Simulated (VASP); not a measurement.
# Ge (P6_3mc) in VASP: notebook

One crystal, Ge, is run at these levels: PBEsol; tasks: G0W0 quasiparticle levels, evGW0 quasiparticle levels.

Program: VASP 6.6.1. These are calculated values, not measurements. Logs are shortened: lines on timing, memory, paths and dates and some standing lists are left out, and cuts for length are marked.

**1. Starting point**

The structure is hexagonal, space group P6_3mc (No. 186). The conventional cell has a = 4.050 Å, b = 4.050 Å, c = 10.993 Å, α = 90.00°, β = 90.00°, γ = 120.00°. Ge (site symmetry 3m) has 3 Ge at 2.44 Å as nearest neighbours. Ge (site symmetry 3m) has 3 Ge at 2.44 Å as nearest neighbours.

This isn't the form of Ge at room conditions, which is diamond.

**2. G0W0 quasiparticle levels, PBEsol**

POSCAR reads:

```
Ge
1.0
    4.0504045371      0.0000000000      0.0000000000
   -2.0252022685      3.5077532247      0.0000000000
    0.0000000000      0.0000000000     10.9933590000
Ge
4
Direct
    0.6666666667      0.3333333333      0.4148480000
    0.3333333333      0.6666666667      0.9148480000
    0.0000000000      0.0000000000      0.4774520000
    0.0000000000      0.0000000000      0.9774520000
```

INCAR.step1 reads:

```
SYSTEM = Ge
PREC     = Accurate       ! precision mode
ENCUT    = 500            ! plane-wave cutoff, eV
EDIFF    = 1E-8           ! SCF threshold, eV
ISMEAR   = 0              ! smearing method
SIGMA    = 0.01           ! smearing width, eV
LREAL    = .FALSE.        ! projectors in reciprocal space
LASPH    = .TRUE.         ! aspherical terms in the spheres
NELM     = 80             ! most SCF steps
ALGO     = Normal         ! electronic algorithm
LWAVE    = .TRUE.         ! write WAVECAR
LCHARG   = .FALSE.        ! write CHGCAR
GGA      = PS             ! functional
KPAR     = 4
```

INCAR.step2 reads:

```
SYSTEM = Ge
PREC     = Accurate       ! precision mode
ENCUT    = 500            ! plane-wave cutoff, eV
EDIFF    = 1E-8           ! SCF threshold, eV
ISMEAR   = 0              ! smearing method
SIGMA    = 0.01           ! smearing width, eV
LREAL    = .FALSE.        ! projectors in reciprocal space
LASPH    = .TRUE.         ! aspherical terms in the spheres
NELM     = 1              ! most SCF steps
ALGO     = Exact          ! electronic algorithm
LWAVE    = .TRUE.         ! write WAVECAR
LCHARG   = .FALSE.        ! write CHGCAR
GGA      = PS             ! functional
NBANDS   = 448            ! bands
LOPTICS  = .TRUE.         ! frequency-dependent dielectric function
ISTART   = 1            
KPAR     = 4
```

INCAR.step3 reads:

```
SYSTEM = Ge
PREC     = Accurate       ! precision mode
ENCUT    = 500            ! plane-wave cutoff, eV
EDIFF    = 1E-8           ! SCF threshold, eV
ISMEAR   = 0              ! smearing method
SIGMA    = 0.01           ! smearing width, eV
LREAL    = .FALSE.        ! projectors in reciprocal space
LASPH    = .TRUE.         ! aspherical terms in the spheres
ALGO     = EVGW0          ! electronic algorithm
LWAVE    = .FALSE.        ! write WAVECAR
LCHARG   = .FALSE.        ! write CHGCAR
GGA      = PS             ! functional
NELMGW   = 1            
NBANDS   = 448            ! bands
ENCUTGW  = 120            ! cutoff of the response function
NOMEGA   = 50             ! frequency points
PRECFOCK = Fast         
ISTART   = 1            
NBANDSGW = 36           
KPAR     = 4
```

KPOINTS reads:

```
Automatic mesh
0
G
  4 4 1
  0 0 0
```

Potentials or basis: VASP PAW PBE potentials, release 64 (Ge_d_GW).

Run with:

```bash
$ cat potpaw_PBE.64/Ge_d_GW/POTCAR > POTCAR
$ cp INCAR.step1 INCAR
$ mpirun -np 4 vasp_std > vasp.out
$ cp INCAR.step2 INCAR
$ mpirun -np 4 vasp_std > vasp.out
$ cp INCAR.step3 INCAR
$ mpirun -np 4 vasp_std > vasp.out
```

OUTCAR:

```text
SYSTEM = Ge
   PREC = Accurate
   ENCUT = 500
   EDIFF = 1E-8
   ISMEAR = 0
   LREAL = .FALSE.
   LASPH = .TRUE.
   GGA = PS
   NELMGW = 1
   ENCUTGW = 120
   PRECFOCK = Fast
   ISTART = 1

 ion  position               nearest neighbor table
   1  0.667  0.333  0.415-   3 2.44   3 2.44   3 2.44
   2  0.333  0.667  0.915-   4 2.44   4 2.44   4 2.44
   3  0.000  0.000  0.477-   1 2.44   1 2.44   1 2.44
   4  0.000  0.000  0.977-   2 2.44   2 2.44   2 2.44

  LATTYP: Found a hexagonal cell.
 ALAT       =     4.0504045371
 C/A-ratio  =     2.7141385260

  Lattice vectors:

 A1 = (   4.0504045371,   0.0000000000,   0.0000000000)
 A2 = (  -2.0252022685,   3.5077532247,   0.0000000000)
 A3 = (   0.0000000000,   0.0000000000,  10.9933590000)

Analysis of symmetry for initial positions (statically):
=====================================================================
 Subroutine PRICEL returns:
 Original cell was already a primitive cell.

 Routine SETGRP: Setting up the symmetry group for a
 hexagonal supercell.

 Subroutine GETGRP returns: Found 12 space group operations
 (whereof  6 operations were pure point group operations)
 out of a pool of 24 trial point group operations.

The static configuration has the point symmetry C_3v.
 The point group associated with its full space group is C_6v.

Analysis of symmetry for dynamics (positions and initial velocities):
=====================================================================
 Subroutine PRICEL returns:
 Original cell was already a primitive cell.

 Routine SETGRP: Setting up the symmetry group for a
 hexagonal supercell.

 Subroutine GETGRP returns: Found 12 space group operations
 (whereof  6 operations were pure point group operations)
 out of a pool of 24 trial point group operations.

The dynamic configuration has the point symmetry C_3v.
 The point group associated with its full space group is C_6v.

 Subroutine INISYM returns: Found 12 space group operations
 (whereof  6 operations are pure point group operations),
 and found     1 'primitive' translations

----------------------------------------------------------------------------------------

                                     Primitive cell

  volume of cell :     156.1917

  direct lattice vectors                    reciprocal lattice vectors
     4.050404537  0.000000000  0.000000000     0.246888920  0.142541384  0.000000000
    -2.025202269  3.507753225  0.000000000     0.000000000  0.285082768  0.000000000
     0.000000000  0.000000000 10.993359000     0.000000000  0.000000000  0.090964008

  length of vectors
     4.050404537  4.050404537 10.993359000     0.285082768  0.285082768  0.090964008

  position of ions in fractional coordinates (direct lattice)
     0.666666667  0.333333333  0.414848000
     0.333333333  0.666666667  0.914848000
     0.000000000  0.000000000  0.477452000
     0.000000000  0.000000000  0.977452000

  ion indices of the primitive-cell ions
   primitive index   ion index
                 1           1
                 2           2
                 3           3
                 4           4

----------------------------------------------------------------------------------------

 KPOINTS: Automatic mesh

Automatic generation of k-mesh.
 Grid dimensions read from file:
 generate k-points for:    4    4    1

 Generating k-lattice:

  Cartesian coordinates                     Fractional coordinates (reciprocal lattice)
     0.061722230  0.035635346  0.000000000     0.250000000  0.000000000  0.000000000
     0.000000000  0.071270692  0.000000000     0.000000000  0.250000000  0.000000000
     0.000000000  0.000000000  0.090964008     0.000000000  0.000000000  1.000000000

  Length of vectors
     0.071270692  0.071270692  0.090964008

  Shift w.r.t. Gamma in fractional coordinates (k-lattice)
     0.000000000  0.000000000  0.000000000

 Subroutine IBZKPT returns following result:
 ===========================================

 Found      4 irreducible k-points:

 Following reciprocal coordinates:
            Coordinates               Weight
  0.000000  0.000000  0.000000      1.000000
  0.250000 -0.000000  0.000000      6.000000
  0.500000 -0.000000  0.000000      3.000000
  0.250000  0.250000  0.000000      6.000000
   k-points           NKPTS =      4   k-points in BZ     NKDIM =     16   number of bands    NBANDS=    448
   number of dos      NEDOS =    301   number of ions     NIONS =      4
   total plane-waves  NPLWV =  72000
   dimension x,y,z NGX =    30 NGY =   30 NGZ =   80
   dimension x,y,z NGXF=    60 NGYF=   60 NGZF=  160
   ions per type =               4
   NGX,Y,Z   is equivalent  to a cutoff of  12.31, 12.31, 12.10 a.u.
   NGXF,Y,Z  is equivalent  to a cutoff of  24.63, 24.63, 24.20 a.u.
 SYSTEM =  Ge
   PREC   = accura    normal or accurate (medium, high low for compatibility)
   ISTART =      1    job   : 0-new  1-cont  2-samecut
   ICHARG =      0    charge: 1-file 2-atom 10-const
   ISPIN  =      1    spin polarized calculation?
   LNONCOLLINEAR =      F non collinear calculations
   LSORBIT =      F    spin-orbit coupling
   LASPH  =      T    aspherical Exc in radial PAW
   ENCUT  =  500.0 eV  36.75 Ry    6.06 a.u.   7.38  7.38 20.04*2*pi/ulx,y,z
   NELM   =     60;   NELMIN=  2; NELMDL=  0     # of ELM steps
   EDIFF  = 0.1E-07   stopping-criterion for ELM
   LREAL  =      F    real-space projection
   EDIFFG = 0.1E-06   stopping-criterion for IOM
   NSW    =      0    number of steps for IOM
   IBRION =     -1    ionic relax: 0-MD 1-quasi-New 2-CG
   NFREE  =      0    steps in history (QN), initial steepest desc. (CG)
   ISIF   =      0    stress and relaxation
   ISYM   =      3    0-nonsym 1-usesym 2-fastsym
   POTIM  = 0.5000    time-step for ionic-motion
   TEBEG  =    0.0;   TEEND  =   0.0 temperature during run
   PSTRESS=    0.0 pullay stress
   NELECT =      56.0000    total number of electrons
   NUPDOWN=      -1.0000    fix difference up-down
   EMIN   =  10.00;   EMAX   =-10.00  energy-range for DOS
   EFERMI =   0.00;   METHOD = LEGACY
   ISMEAR =     0;   SIGMA  =   0.01  broadening in eV -4-tet -1-fermi 0-gaus
   EFERMI_NEDOS =   21; number of points for ismear=-14 and -15
   IALGO  =     38    algorithm
   IMIX   =      4    mixing-type and parameters
     AMIX     =   0.40;   BMIX     =  1.00
     AMIX_MAG =   1.60;   BMIX_MAG =  1.00
  volume/ion in A,a.u.               =      39.05       263.51
  Fermi-wavevector in a.u.,A,eV,Ry     =   1.163014  2.197778 18.403257  1.352601
  Thomas-Fermi vector in A             =   2.299568
   LORBIT       =      0    0 simple, 1 ext, 2 COOP (PROOUT), +10 PAW based schemes
   GGA     = PS    functional components
   LHFCALC =     T    Hartree Fock is set to
   PRECFOCK=fast      Normal, Fast or Accurate (Low or Medium for compatibility)
   ENCUT4O =  -1.0   cutoff for four orbital integrals eV
   NKREDX  =     1    reduce k-point grid by
   NKREDY  =     1    reduce k-point grid by
   NKREDZ  =     1    reduce k-point grid by
   AEXX    =    1.0000 exact exchange contribution
   HFSCREEN=    0.0000 screening length (either q_TF or 0.3 A-1)
   HFSCREENC=   0.0000 screening length for correlation (either q_TF or 0.3 A-1)
   ENCUTFOCK=  -1.0 apply spherical cutoff to Coloumb kernel
   IVDW    =     0    specifies the selected vdW correction
   LEPSILON=     F    determine dielectric tensor
   LRPA    =     F    only Hartree local field effects (RPA)
   LRPAFORCE           =     F    calculate RPA forces
   ENCUTGW             = 120.0    cutoff for response function in eV
   ENCUTGWSOFT         =  96.0    soft cutoff for Coulomb kernel in GW response function in eV
   ENCUTLF             =  -1.0    cutoff for local field effects
   NELMGW              =     1    number of iterations in solving QP/BSE equation
   NELMHF              =     1    number of iterations in the inner HF iteration
   NKREDLFX            =     1    NKREDLFY  =   1   NKREDLFZ  =   1
 non-spin polarized calculation
 Gauss-broadening in eV      SIGMA  =   0.01
  energy-cutoff  :      500.00
  volume of cell :      156.19
 maximum number of plane-waves:      3983
 NGX is ok and might be reduce to    30
  NGX = 16; NGY = 16; NGZ = 48
   NGX = 15   NGY = 15   NGZ = 41
 maximum number of plane-waves:       487

 QP shifts <psi_nk| G(iteration)W_0 |psi_nk>: iteration 1
 for sc-GW calculations column KS-energies equals QP-energies in previous step
 and V_xc(KS)=  KS-energies - (<T + V_ion + V_H > + <T+V_H+V_ion>^1  + <V_x>^1)

 k-point   1 :       0.0000    0.0000    0.0000
  band No.  KS-energies  QP-energies   sigma(KS)   V_xc(KS)     V^pw_x(r,r')   Z            occupation Imag(sigma)

      1     -24.9174     -27.8980     -27.8168     -22.9733     -37.9646       0.6154       2.0000       0.3845
      2     -24.9174     -27.8980     -27.8168     -22.9733     -37.9646       0.6154       2.0000       0.3845
      3     -24.9174     -27.8980     -27.8168     -22.9733     -37.9646       0.6154       2.0000       0.3845
      4     -24.9174     -27.8980     -27.8168     -22.9733     -37.9646       0.6154       2.0000       0.3845
      5     -24.8813     -27.8436     -27.8838     -23.0357     -38.0178       0.6110       2.0000       0.3718
      6     -24.8813     -27.8436     -27.8838     -23.0357     -38.0178       0.6110       2.0000       0.3718
[... 28 lines left out ...]
     35       3.4258       3.6200     -10.1984     -10.4540      -5.8163       0.7595       0.0000      -0.2290
     36       3.4258       3.6200     -10.1984     -10.4540      -5.8163       0.7595       0.0000      -0.2290

 k-point   2 :       0.2500   -0.0000    0.0000
  band No.  KS-energies  QP-energies   sigma(KS)   V_xc(KS)     V^pw_x(r,r')   Z            occupation Imag(sigma)

      1     -24.9371     -27.8825     -27.7959     -22.9595     -37.9475       0.6090       2.0000       0.3930
      2     -24.9371     -27.8825     -27.7959     -22.9595     -37.9475       0.6090       2.0000       0.3930
      3     -24.9290     -27.9024     -27.7927     -22.9549     -37.9426       0.6146       2.0000       0.3922
      4     -24.9290     -27.9024     -27.7927     -22.9549     -37.9426       0.6146       2.0000       0.3922
      5     -24.9075     -27.8669     -27.8493     -23.0042     -37.9899       0.6108       2.0000       0.3823
      6     -24.9075     -27.8669     -27.8493     -23.0042     -37.9899       0.6108       2.0000       0.3823
[... 28 lines left out ...]
     35       5.2774       5.4679     -10.3068     -10.5650      -5.4472       0.7382       0.0000      -0.3388
     36       5.3817       5.5946     -10.5196     -10.8088      -5.5948       0.7363       0.0000      -0.3456

 k-point   3 :       0.5000   -0.0000    0.0000
  band No.  KS-energies  QP-energies   sigma(KS)   V_xc(KS)     V^pw_x(r,r')   Z            occupation Imag(sigma)

      1     -24.9361     -27.8773     -27.8048     -22.9717     -37.9572       0.6086       2.0000       0.3898
      2     -24.9361     -27.8773     -27.8048     -22.9717     -37.9572       0.6086       2.0000       0.3898
      3     -24.9335     -27.8999     -27.7843     -22.9507     -37.9358       0.6137       2.0000       0.3925
      4     -24.9335     -27.8999     -27.7843     -22.9507     -37.9358       0.6137       2.0000       0.3925
      5     -24.9300     -27.8712     -27.8173     -22.9800     -37.9636       0.6080       2.0000       0.3922
      6     -24.9300     -27.8712     -27.8173     -22.9800     -37.9636       0.6080       2.0000       0.3922
[... 28 lines left out ...]
     35       6.1720       6.2069      -8.9720      -9.0186      -4.1240       0.7481       0.0000      -0.4351
     36       6.3993       6.2213      -6.9054      -6.6762      -2.3100       0.7766       0.0000      -0.4256

 k-point   4 :       0.2500    0.2500    0.0000
  band No.  KS-energies  QP-energies   sigma(KS)   V_xc(KS)     V^pw_x(r,r')   Z            occupation Imag(sigma)

      1     -24.9480     -27.9030     -27.7562     -22.9287     -37.9126       0.6121       2.0000       0.4030
      2     -24.9480     -27.9030     -27.7562     -22.9287     -37.9126       0.6121       2.0000       0.4030
      3     -24.9356     -27.8821     -27.8115     -22.9747     -37.9616       0.6092       2.0000       0.3883
      4     -24.9356     -27.8821     -27.8115     -22.9747     -37.9616       0.6092       2.0000       0.3883
      5     -24.9259     -27.8785     -27.8266     -22.9864     -37.9721       0.6100       2.0000       0.3885
      6     -24.9259     -27.8785     -27.8266     -22.9864     -37.9721       0.6100       2.0000       0.3885
[... 28 lines left out ...]
     35       4.7175       4.7617      -8.3836      -8.4412      -3.8926       0.7684       0.0000      -0.3031
     36       4.9096       5.0843      -9.7495      -9.9771      -5.1709       0.7672       0.0000      -0.2970
```

Run time: 2.5 min. Hardware: 4 MPI ranks of Intel Xeon 6975P-C (Granite Rapids), shared host; peak memory 2.2 GiB.

Results:

- Band gap on the k mesh, mean-field level: 0.78 eV, direct
- Quasiparticle gap: 1.40 eV
- Least direct quasiparticle gap: 1.65 eV

Caveat: the k mesh is coarse (spacing up to 0.57 Å⁻¹), so the values aren't converged; bands, screening cutoff and mesh are small and nothing is extrapolated, so the quasiparticle values aren't converged; an odd mesh through Γ misses points on the zone boundary, where band edges often lie.

(Part 1 of 2 ends here.)
